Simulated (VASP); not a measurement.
Input of a VASP 6.6.1 run:

File INCAR:

```
SYSTEM = Nb
PREC = Accurate
ENCUT = 520
EDIFF = 1E-6
ISMEAR = -1
SIGMA = 0.1
LREAL = .FALSE.
LASPH = .TRUE.
NELM = 100
ALGO = Fast
ISIF = 2
LWAVE = .FALSE.
LCHARG = .FALSE.
GGA = RP
NBANDS = 34
```

KPOINTS

```
regular mesh
0
G
  14 14 4
  0 0 0
```

The input POSCAR:

```
Nb
1.0
    2.9954834720      0.0000000000      0.0000000000
   -1.4977417360      2.5941647833      0.0000000000
    0.0000000000      0.0000000000     10.9647404891
Nb
4
Direct
    0.0000000000      1.0000000000      1.0000000000
    0.0000000000      1.0000000000      0.5000000000
    0.3333333333      0.6666666667      0.2500000000
    0.6666666667      0.3333333333      0.7500000000
```

Potentials or basis: VASP PAW PBE potentials, release 64 (Nb_sv).

The run is started by

```bash
$ cat potpaw_PBE.64/Nb_sv/POTCAR > POTCAR
$ mpirun -np 1 vasp_std > vasp.out
```

**Question.** What does it give for the band gap on the k mesh?

**Answer.** None (metal or under the smearing width).

**Question.** What does it give for the pressure?

**Answer.** -14.3 GPa.

Stress tensor (GPa, compression positive):
```
-14.60   0.00   0.00
  0.00 -14.60   0.00
  0.00   0.00 -13.73
```

Caveat: the PAW data sets were made with another functional, which shifts forces and pressure a little.
